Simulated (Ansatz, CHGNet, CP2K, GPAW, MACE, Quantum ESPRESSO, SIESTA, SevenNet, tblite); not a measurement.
## GPAW on AlP(100) slab, H on both faces (90 atoms): settings against a plane-wave reference

How do the settings of GPAW change the result for AlP(100) slab, H on both faces (90 atoms)? A plane-wave run serves as the yardstick.

Program: GPAW 26.7.0. Level of theory: the method is named at each step. Results are calculated unless marked as measured.

## Step 1: The starting structure

The cell holds 90 atoms: 27 Al, 27 P and 36 H. Cell: a = 11.589 Å, b = 11.589 Å, c = 18.561 Å, α = 90.0°, β = 90.0°, γ = 90.0°. It derives from AlP (zinc-blende). Zinc-blende AlP (a = 5.463 Å), (100) slab of 6 atomic planes, 3 x 3 surface cells, H on the broken bonds of both faces, 10 Å of vacuum; displaced by a Gaussian of 0.02 Å. Then every atom was moved at random, 0.02 Å r.m.s. a Cartesian component (hydrogen 0.6 of that). Regions: slab, 54 atoms (27 Al and 27 P); hydrogen, 36 atoms (36 H). Vacuum lies along c.

The yardstick, on the same geometry:

* method: Kohn-Sham DFT, PBE, SSSP efficiency 1.3.0 pseudopotentials, plane waves (Quantum ESPRESSO 7.5); sssp-pbe-1.3.0-efficiency, cutoffs 45/360 Ry, Γ point
* r.m.s. force component: 0.5146 eV/Å
* longest force: 2.247 eV/Å
* time: 5 min on 4 MPI ranks of Arm Neoverse V2, shared host
* CPU time: 20 min

## Step 2: PBE, LCAO dzp, h 0.2 Å

Method: Kohn-Sham DFT, PBE, PAW, atomic orbitals (dzp).

Input file run.py:

```python
import numpy as np
from ase.io import read
from gpaw import GPAW, FermiDirac

atoms = read("structure.xyz")
atoms.calc = GPAW(
    mode="lcao",
    basis="dzp",
    h=0.2,
    xc="PBE",
    kpts={"size": (1, 1, 1), "gamma": True},
    occupations=FermiDirac(0.05),
    maxiter=200,
    symmetry={"point_group": False},
    txt="gpaw.txt",
)
energy = atoms.get_potential_energy(force_consistent=True)
forces = atoms.get_forces()
print(f"energy {energy:.6f} eV")
print("forces (eV/A)")
for i, (a, f) in enumerate(zip(atoms, forces)):
    print(f"{i:4d} {a.symbol:2s} {f[0]:10.5f} {f[1]:10.5f} {f[2]:10.5f}")
print(f"Fermi level {atoms.calc.get_fermi_level():.4f} eV")
for k in range(len(atoms.calc.get_ibz_k_points())):
    for s in range(atoms.calc.get_number_of_spins()):
        e = atoms.calc.get_eigenvalues(kpt=k, spin=s)
        n = np.searchsorted(e, atoms.calc.get_fermi_level())
        print(f"k {k} spin {s} levels about the Fermi level:", np.round(e[max(n - 6, 0):n], 4).tolist(), "|", np.round(e[n:n + 6], 4).tolist())
```

Input file structure.xyz:

```xyz
90
Lattice="11.58877 0.00000 0.00000 0.00000 11.58877 0.00000 0.00000 0.00000 18.56080" Properties=species:S:1:pos:R:3 pbc="T T T"
Al 3.08111 1.96464 7.17152
P 3.07717 3.82429 5.85742
Al 1.17939 3.88328 9.88957
P 1.21427 1.94506 8.53203
Al 3.08690 1.95700 12.62190
P 3.05410 3.85083 11.28385
Al 3.12120 5.81976 7.21700
P 3.08794 7.72600 5.81937
Al 1.14787 7.71592 9.91351
P 1.15772 5.85117 8.56340
Al 3.08342 5.84561 12.69614
P 3.14345 7.77120 11.30872
Al 3.06917 9.70641 7.17208
P 3.05758 11.58657 5.80285
Al 1.18101 11.53071 9.87546
P 1.18171 9.67685 8.57862
Al 3.09930 9.61926 12.63916
P 3.07473 11.54299 11.23949
Al 6.96972 1.92003 7.21662
P 6.97412 3.91457 5.81547
Al 5.00391 3.89267 9.92297
P 5.01481 1.95514 8.55374
Al 6.97737 1.94332 12.69503
P 6.92510 3.88212 11.28237
Al 6.94909 5.80041 7.15575
P 6.96879 7.69228 5.84944
Al 5.03011 7.75520 9.91833
P 5.02686 5.78419 8.59309
Al 6.97818 5.80783 12.65568
P 6.88628 7.75254 11.28237
Al 6.96288 9.61045 7.17264
P 6.94457 0.00139 5.76721
Al 5.02292 0.04589 9.86562
P 4.96903 9.61648 8.55115
Al 6.98305 9.69401 12.63248
P 6.95825 0.00012 11.26344
Al 10.77999 1.93706 7.21069
P 10.81626 3.85048 5.80693
Al 8.90307 3.84828 9.96270
P 8.91084 1.94008 8.54632
Al 10.85288 1.98678 12.64751
P 10.78694 3.84782 11.28589
Al 10.81035 5.78488 7.17579
P 10.81765 7.64697 5.77074
Al 8.88928 7.71592 9.92316
P 8.85741 5.77828 8.56395
Al 10.82739 5.76321 12.65048
P 10.79413 7.74280 11.29202
Al 10.83388 9.64533 7.22052
P 10.83318 0.03059 5.81027
Al 8.85394 11.54995 9.91704
P 8.90887 9.63201 8.57101
Al 10.79934 9.65773 12.68297
P 10.85126 11.56246 11.29350
H 4.22005 3.85790 4.96817
H 1.90264 3.86636 4.98246
[... 30 atom lines left out ...]
H 0.37779 0.00093 5.02534
H 9.65750 11.58309 4.99601
H 0.51095 9.68450 13.56813
H 9.50175 9.64800 13.51913
```

The run is started by

```console
OMP_NUM_THREADS=1 python run.py > output.txt
```

The program printed:

```text
energy -361.026968 eV
forces (eV/A)
   0 Al    0.32634   -0.69240    0.55798
   1 P    -0.10246    1.00725   -0.03075
   2 Al   -0.39828   -0.05345    0.55008
   3 P    -0.80298   -0.20424   -0.59119
   4 Al   -0.08093   -0.71804    0.11756
   5 P     0.27311    0.78884   -0.45438
   6 Al   -0.17119   -0.33681    0.30308
   7 P     0.15932    0.21756    0.99349
   8 Al    0.21815    0.51673    1.08948
   9 P     0.02366   -0.54629   -1.19473
  10 Al    0.07740   -0.27255   -0.71324
  11 P    -0.67968   -0.87750   -1.10962
  12 Al    0.01921   -0.52516    0.43619
  13 P     1.36005    0.38224    1.08956
  14 Al   -0.28332    1.00059    0.97705
  15 P    -0.21139   -0.81461   -1.39530
  16 Al   -0.94758    0.70490   -0.10351
  17 P     0.37290    0.45930   -0.23258
  18 Al   -0.12181    0.22273   -0.00487
  19 P    -0.63211   -0.84379    0.84233
  20 Al   -0.12044   -0.37894    0.71584
  21 P     0.08481    0.19675   -1.08412
  22 Al   -0.43736   -0.05054   -0.94032
  23 P     0.19902   -0.20596   -0.45561
[...]
82 H     0.36146    0.00335   -0.89403
  83 H    -0.61992    0.02066   -1.06955
  84 H    -0.36760   -0.05426    0.13921
  85 H     0.04396    0.01014    0.36375
  86 H     0.64833    0.02596   -1.09057
  87 H     0.12873   -0.01168   -0.53170
  88 H     0.08544   -0.03286    0.41116
  89 H    -0.21208   -0.01380    0.60234
Fermi level 1.5078 eV
k 0 spin 0 levels about the Fermi level: [-0.33, -0.291, 1.0168, 1.4823, 1.4833, 1.4942] | [1.6461, 1.6583, 1.6686, 1.7048, 1.7171, 1.7748]
```

gpaw.txt:

```text
Input parameters:
  mode=LCAO(),
  basis={'default': 'dzp'},
  h=0.2,
  kpts=MonkhorstPack(size=(1, 1, 1), gamma=True),
  maxiter=200,
  occupations=Occupations(name='fermi-dirac', width=0.05, fixmagmom=False),
  symmetry=Symmetry(point_group=False),
  xc=XC(name='PBE')
Unit cell  # Å
| periodic |         x |         y |         z |   lengths |    angles |
|----------|-----------|-----------|-----------|-----------|-----------|
|      yes | 11.588770 |  0.000000 |  0.000000 | 11.588770 | 90.000000 |
|      yes |  0.000000 | 11.588770 |  0.000000 | 11.588770 | 90.000000 |
|      yes |  0.000000 |  0.000000 | 18.560800 | 18.560800 | 90.000000 |
Number of symmetries: 1
Symmetry operations  # r_c * U_cc + t_c -> r_c
|   | kind |            matrix            |
|---|------|------------------------------|
| 0 |  E   |  1, 0, 0,  0, 1, 0,  0, 0, 1 |
BZ-sampling:
  Number of BZ points: 1
  Number of IBZ points: 1
  Monkhorst-Pack size: [1, 1, 1]
  Monkhorst-Pack shift: [0, 0, 0]
[... lines left out ...]
  Fermi-Dirac:
[... lines left out ...]
xc functional:
  name: PBE with 2 nearest neighbor stencil
interpolation: tri-quintic # 5. degree polynomial
Initialization done in: 8.361 s
convergence criteria:
- Maximum [total energy] change in last 3 cyles: 0.0005 eV / valence electron
- Maximum integral of absolute [dens]ity change: 0.0001 electrons / valence electron
- Maximum integral of absolute [eigenst]ate change: 4e-08 eV^2 / valence electron
maximum number of iterations: 200
SCF iterations
|iter     |      energy | eigst |  dens |
|---------|-------------|-------|-------|
|iter:   1| -378.604149 |      c|       |
|iter:   2| -372.751757 |      c| -0.74 |
|iter:   3| -364.721388 |      c| -0.77 |
|iter:   4| -374.921056 |      c| -1.17 |
[...]
|iter:  10| -361.093636 |      c| -1.80 |
|iter:  11| -361.007177c|      c| -2.11 |
|iter:  12| -360.949974 |      c| -2.28 |
|iter:  13| -360.889736c|      c| -2.45 |
|iter:  14| -360.884631c|      c| -2.93 |
|iter:  15| -360.885870c|      c| -3.27 |
|iter:  16| -360.882665c|      c| -3.39 |
|iter:  17| -360.884204c|      c| -3.65 |
|iter:  18| -360.885907c|      c| -4.02c|
Converged in 18 steps
SCF loop duration: 151.203 s (8.400 s/step)
Energy contributions relative to reference atoms: (reference = -429920.742777)
Energy contributions:
  Kinetic:         574.098025
  Coulomb:        -515.662212
  Zero:             -0.728973
  External:          0.000000
  Xc:             -418.451688
  Entropy:          -0.282121
  Spinorbit:         0.000000
  ----------------------------
  Free energy:    -361.026968
  Extrapolated:   -360.885907
dipole moment: (60.390150, 28.346316, -4.880732)  # |e|*Ang
Fermi level: 1.508
Eigenvalues  # (at kpt = [0.000, 0.000, 0.000])
| band index |      eig [eV] | occ [0-2] |
|------------|---------------|-----------|
|          0 |       -13.482 |     2.000 |
|        ... |               |           |
|        119 |        -0.499 |     2.000 |
|        120 |        -0.473 |     2.000 |
[...]
|        134 |         1.859 |     0.002 |
|        ... |               |           |
|        155 |         3.149 |     0.000 |
Gap: 0.152 eV
Transition (v -> c):
  (s=0, k=0, n=126, [0.00, 0.00, 0.00]) -> (s=0, k=0, n=127, [0.00, 0.00, 0.00])
No difference between direct/indirect transitions
Force computation time: 18.056  # s
timing:  # [seconds]
  Total:  177.646  # ━━━━━━━━━━━━━━━━━━━━━━━━━━━━━━━━━━━━━━━━━━━━━━━━━━━━━━━━
  Init:     8.361  # ━━╸
  SCF:    151.203  # ━━━━━━━━━━━━━━━━━━━━━━━━━━━━━━━━━━━━━━━━━━━━━━━╸
  Forces:  18.056  # ━━━━━╸
```

It took 3 min on 1 thread of Arm Neoverse V2, shared host; peak memory 1.5 GiB.

Banners, paths, timers and routine set-up lines are dropped from the logs unmarked, and long logs keep their key lines alone; longer cuts are marked.

Against the reference:

```yaml
r_m_s_force_component: 0.5642 eV/Å
r_m_s_difference_of_force_components: 108.7 meV/Å
longest_difference_of_force_vectors: 408.5 meV/Å
force_difference_over_r_m_s_force: 21.13 %
slope_of_forces_against_the_reference_s: 1.079
correlation_of_force_components: 0.9839
```

Length of the force difference by element (eV/Å):

```csv
element,atoms,mean,most
Al,27,0.053,0.10
H,36,0.18,0.39
P,27,0.15,0.41
```

Local excerpt of 9 atoms (numbers count through the whole input) about P32, which bears the longest force; x, y, z are measured from there.

| atom | x | y | z | distance (Å) | bonds | Fx | Fy | Fz (eV/Å) |
| --- | --- | --- | --- | --- | --- | --- | --- | --- |
| P32 | 0.00 | 0.00 | 0.00 | 0.00 | 4 | 0.79 | -0.13 | 2.52 |
| H75 | -1.13 | -0.01 | -0.78 | 1.37 | 1 | -0.99 | 0.02 | -1.30 |
| H76 | 1.18 | 0.01 | -0.77 | 1.41 | 1 | 0.23 | -0.01 | -0.80 |
| Al19 | 0.03 | 1.92 | 1.45 | 2.40 | 4 | -0.12 | 0.22 | 0.00 |
| Al31 | 0.02 | -1.98 | 1.41 | 2.43 | 4 | -0.23 | 0.57 | 0.74 |
| H64 | -2.68 | -0.03 | -0.79 | 2.79 | 1 | -0.58 | -0.01 | -0.14 |
| H88 | 2.71 | -0.01 | -0.77 | 2.82 | 1 | 0.13 | -0.01 | -0.53 |
| P14 | -3.89 | 0.00 | 0.04 | 3.89 | 4 | 1.36 | 0.38 | 1.09 |
| P50 | 3.89 | 0.03 | 0.04 | 3.89 | 4 | -0.89 | -0.37 | 1.85 |

Atoms are counted from 1 here, from 0 in the log.

Forces lie 21 % from the reference's, at 0.15 times its CPU time (on 1 against 4 cores).

## Step 3: PBE, LCAO dzp, h 0.2 Å, other mixer settings

Method: Kohn-Sham DFT, PBE, PAW, atomic orbitals (dzp).

Changes to run.py since step 2:

```diff
@@ -2,3 +2,4 @@
 from ase.io import read
-from gpaw import GPAW, FermiDirac
+from gpaw import GPAW, FermiDirac, Mixer
+from ase.parallel import parprint as print
 
@@ -12,2 +13,3 @@
     occupations=FermiDirac(0.05),
+    mixer=Mixer(0.03, 7, 100),
     maxiter=200,
```

structure.xyz is that of step 2.

The run is started by

```console
OMP_NUM_THREADS=1 mpirun -np 2 gpaw python run.py > output.txt
```

The program printed:

```text
energy -361.026916 eV
forces (eV/A)
   0 Al    0.32548   -0.69321    0.55915
   1 P    -0.09808    1.00673   -0.02049
   2 Al   -0.39805   -0.05149    0.55056
   3 P    -0.80317   -0.20437   -0.59392
   4 Al   -0.08154   -0.71769    0.11371
   5 P     0.27265    0.79030   -0.45628
[...]
87 H     0.12783   -0.01169   -0.53200
  88 H     0.08924   -0.03317    0.41218
  89 H    -0.21585   -0.01404    0.60333
Fermi level 1.5090 eV
k 0 spin 0 levels about the Fermi level: [-0.3289, -0.2898, 1.016, 1.483, 1.4858, 1.4963] | [1.6454, 1.6571, 1.6677, 1.7037, 1.7162, 1.7739]
```

gpaw.txt:

```text
Input parameters:
  mode=LCAO(),
  basis={'default': 'dzp'},
  h=0.2,
  kpts=MonkhorstPack(size=(1, 1, 1), gamma=True),
  maxiter=200,
[... lines left out ...]
  occupations=Occupations(name='fermi-dirac', width=0.05, fixmagmom=False),
[... lines left out ...]
  Fermi-Dirac:
[... lines left out ...]
convergence criteria:
- Maximum [total energy] change in last 3 cyles: 0.0005 eV / valence electron
[... lines left out ...]
Converged in 49 steps
[... lines left out ...]
  Free energy:    -361.026916
[... lines left out ...]
Fermi level: 1.509
[... lines left out ...]
|        ... |               |           |
|        119 |        -0.497 |     2.000 |
|        120 |        -0.472 |     2.000 |
[...]
|        134 |         1.858 |     0.002 |
|        ... |               |           |
|        155 |         3.148 |     0.000 |
Gap: 0.149 eV
Transition (v -> c):
  (s=0, k=0, n=126, [0.00, 0.00, 0.00]) -> (s=0, k=0, n=127, [0.00, 0.00, 0.00])
No difference between direct/indirect transitions
Force computation time: 9.569  # s
```

It took 4.1 min on 2 MPI ranks; peak memory 1.6 GiB.

Against the reference:

```yaml
r_m_s_force_component: 0.565 eV/Å
r_m_s_difference_of_force_components: 109.8 meV/Å
longest_difference_of_force_vectors: 419.5 meV/Å
force_difference_over_r_m_s_force: 21.34 %
slope_of_forces_against_the_reference_s: 1.08
correlation_of_force_components: 0.9836
energy_less_the_same_level_run_s: 0.0006 meV/atom
r_m_s_force_difference_from_the_same_level_run: 3.025 meV/Å
```

Against the first run (21 %), the force difference from the reference is 21 %, at 2.7 times the CPU time (on 2 against 1 cores) (49 SCF steps against 18): another solver or mixer reaches the same state.

## Step 4: PBE, grid h 0.2 Å

Method: Kohn-Sham DFT, PBE, PAW, finite differences on a real-space grid.

Changes to run.py since step 3:

```diff
@@ -2,3 +2,3 @@
 from ase.io import read
-from gpaw import GPAW, FermiDirac, Mixer
+from gpaw import GPAW, FermiDirac
 from ase.parallel import parprint as print
@@ -7,4 +7,3 @@
 atoms.calc = GPAW(
-    mode="lcao",
-    basis="dzp",
+    mode="fd",
     h=0.2,
@@ -13,5 +12,5 @@
     occupations=FermiDirac(0.05),
-    mixer=Mixer(0.03, 7, 100),
     maxiter=200,
     symmetry={"point_group": False},
+    nbands=154,
     txt="gpaw.txt",
```

structure.xyz is that of step 3.

The run is started by

```console
OMP_NUM_THREADS=1 mpirun -np 4 gpaw python run.py > output.txt
```

The program printed:

```text
energy -369.506597 eV
forces (eV/A)
   0 Al    0.30473   -0.66688    0.54696
   1 P    -0.10685    0.98855   -0.28764
   2 Al   -0.37290   -0.05265    0.51113
   3 P    -0.77479   -0.19730   -0.55858
   4 Al   -0.08023   -0.69365    0.03601
   5 P     0.26031    0.75429   -0.42558
[...]
87 H     0.34124   -0.00678   -0.32314
  88 H     0.10611   -0.04908    0.41311
  89 H    -0.24874   -0.02747    0.60197
Fermi level 1.3858 eV
k 0 spin 0 levels about the Fermi level: [-0.425, -0.3875, 0.9279, 1.362, 1.3648, 1.3757] | [1.509, 1.527, 1.5407, 1.5778, 1.5966, 1.6245]
```

gpaw.txt:

```text
Input parameters:
  mode=FD(),
  h=0.2,
  kpts=MonkhorstPack(size=(1, 1, 1), gamma=True),
  maxiter=200,
  nbands=154,
  occupations=Occupations(name='fermi-dirac', width=0.05, fixmagmom=False),
[... lines left out ...]
  Converge bands: occupied
[... lines left out ...]
  Fermi-Dirac:
[... lines left out ...]
convergence criteria:
- Maximum [total energy] change in last 3 cyles: 0.0005 eV / valence electron
[... lines left out ...]
Converged in 41 steps
[... lines left out ...]
  Free energy:    -369.506597
[... lines left out ...]
Fermi level: 1.386
[... lines left out ...]
|        ... |               |           |
|        119 |        -0.598 |     2.000 |
|        120 |        -0.572 |     2.000 |
[...]
|        134 |         1.691 |     0.004 |
|        ... |               |           |
|        153 |         2.949 |     0.000 |
Gap: 0.133 eV
Transition (v -> c):
  (s=0, k=0, n=126, [0.00, 0.00, 0.00]) -> (s=0, k=0, n=127, [0.00, 0.00, 0.00])
No difference between direct/indirect transitions
Force computation time: 1.069  # s
```

Wall time 2.9 min (4 MPI ranks); peak memory 2.9 GiB.

Compared with the plane-wave run:

```
r.m.s. force component                  : 0.5177 eV/Å
r.m.s. difference of force components   : 9.472 meV/Å
longest difference of force vectors     : 37.52 meV/Å
force difference over r.m.s. force      : 1.841 %
slope of forces against the reference's : 1.006
correlation of force components         : 0.9999
```

Against the first run (21 %), the force difference from the reference is 1.8 %, at 3.8 times the CPU time (on 4 against 1 cores) (41 SCF steps against 18).

The difference per atom is largest on H (0.023 eV/Å on average, against 0.0082 on P).

## Step 5: PBE, LCAO sz(dzp), h 0.2 Å

Method: Kohn-Sham DFT, PBE, PAW, atomic orbitals (sz(dzp)).

Changes to run.py since step 4:

```diff
@@ -3,3 +3,2 @@
 from gpaw import GPAW, FermiDirac
-from ase.parallel import parprint as print
 
@@ -7,3 +6,4 @@
 atoms.calc = GPAW(
-    mode="fd",
+    mode="lcao",
+    basis="sz(dzp)",
     h=0.2,
@@ -14,3 +14,2 @@
     symmetry={"point_group": False},
-    nbands=154,
     txt="gpaw.txt",
```

structure.xyz is that of step 4.

The run is started by

```console
OMP_NUM_THREADS=1 python run.py > output.txt
```

The program printed:

```text
energy -310.268272 eV
forces (eV/A)
   0 Al    0.45864   -0.83262    0.77817
   1 P    -0.19745    1.06795    1.69803
   2 Al   -0.56203   -0.04410    0.74290
   3 P    -0.92714   -0.29409   -0.67080
   4 Al   -0.06224   -0.87306    0.15786
   5 P     0.32130    0.94576   -0.52858
   6 Al   -0.25734   -0.38398    0.46506
   7 P     0.18743    0.26826    2.87200
   8 Al    0.33290    0.63340    1.37058
   9 P     0.05879   -0.64408   -1.45696
  10 Al    0.07333   -0.37104   -0.72335
  11 P    -0.78922   -0.99129   -1.34808
  12 Al    0.03106   -0.63992    0.60923
  13 P     1.70719    0.54523    2.97498
  14 Al   -0.37676    1.25992    1.15998
  15 P    -0.21352   -0.97562   -1.63986
  16 Al   -1.02901    0.85077   -0.02473
  17 P     0.43391    0.49587   -0.23911
  18 Al   -0.14263    0.28270    0.10373
  19 P    -0.81689   -0.76908    2.59460
  20 Al   -0.13105   -0.47449    0.91145
  21 P     0.02792    0.28785   -1.31557
  22 Al   -0.51106   -0.06795   -0.94576
  23 P     0.22588   -0.25030   -0.53622
[...]
82 H     2.75252    0.11862   -2.20636
  83 H    -3.05396    0.25362   -2.33486
  84 H    -0.10820   -0.05437    0.36447
  85 H    -0.35962    0.02692    0.58651
  86 H     3.07952   -0.03871   -2.42999
  87 H    -2.12704   -0.08268   -1.77981
  88 H     0.44113   -0.02855    0.62078
  89 H    -0.56974   -0.00821    0.78566
Fermi level 0.9051 eV
k 0 spin 0 levels about the Fermi level: [-1.0523, -0.9343, -0.8835, 0.8396, 0.8445, 0.8522] | [0.9296, 0.9877, 0.9985, 1.0884, 1.3746, 1.3947]
```

gpaw.txt:

```text
Input parameters:
  mode=LCAO(),
  basis={'default': 'sz(dzp)'},
  h=0.2,
  kpts=MonkhorstPack(size=(1, 1, 1), gamma=True),
  maxiter=200,
  occupations=Occupations(name='fermi-dirac', width=0.05, fixmagmom=False),
  symmetry=Symmetry(point_group=False),
  xc=XC(name='PBE')
Unit cell  # Å
| periodic |         x |         y |         z |   lengths |    angles |
[... lines left out ...]
  Fermi-Dirac:
[... lines left out ...]
convergence criteria:
- Maximum [total energy] change in last 3 cyles: 0.0005 eV / valence electron
[... lines left out ...]
Converged in 24 steps
[... lines left out ...]
  Free energy:    -310.268272
  Extrapolated:   -310.106122
dipole moment: (62.064535, 28.819902, -6.046593)  # |e|*Ang
Fermi level: 0.905
Eigenvalues  # (at kpt = [0.000, 0.000, 0.000])
| band index |      eig [eV] | occ [0-2] |
|------------|---------------|-----------|
|          0 |       -15.051 |     2.000 |
|        ... |               |           |
|        118 |        -1.116 |     2.000 |
|        119 |        -1.075 |     2.000 |
[...]
|        133 |         1.595 |     0.000 |
|        ... |               |           |
|        155 |         3.682 |     0.000 |
Gap: 0.077 eV
Transition (v -> c):
  (s=0, k=0, n=125, [0.00, 0.00, 0.00]) -> (s=0, k=0, n=126, [0.00, 0.00, 0.00])
No difference between direct/indirect transitions
Force computation time: 3.895  # s
timing:  # [seconds]
  Total:  76.771  # ━━━━━━━━━━━━━━━━━━━━━━━━━━━━━━━━━━━━━━━━━━━━━━━━━━━━━━━━━
  Init:    7.020  # ━━━━━
  SCF:    65.826  # ━━━━━━━━━━━━━━━━━━━━━━━━━━━━━━━━━━━━━━━━━━━━━━━━━
  Forces:  3.895  # ━━━
```

Wall time 78 s (1 thread); peak memory 1.2 GiB.

Compared with the plane-wave run:

* r.m.s. force component: 1.132 eV/Å
* r.m.s. difference of force components: 871 meV/Å
* longest difference of force vectors: 3281 meV/Å
* force difference over r.m.s. force: 169.3 %
* slope of forces against the reference's: 1.485
* correlation of force components: 0.6754

This is a coarse setting, run to see what it loses.

Against the first run (21 %), the force difference from the reference is 169 %, at 0.44 times the CPU time, with 252 basis functions against 882: the smaller basis costs accuracy.

(Continued in part 2 of 2.)

[Also dropped from logs without a mark: logging warnings of Python, and SIESTA's first energy breakdown and zero terms.]

[Logs are printed without paths, hosts, clocks, repeated set-up lines and the standing remarks that a program may print on its own settings, such as how far it seeks lower states.]

[Hosts, paths, dates, database ids (printed as entryN), source tags and the programs' standing remarks are cut or masked in the printed files.]
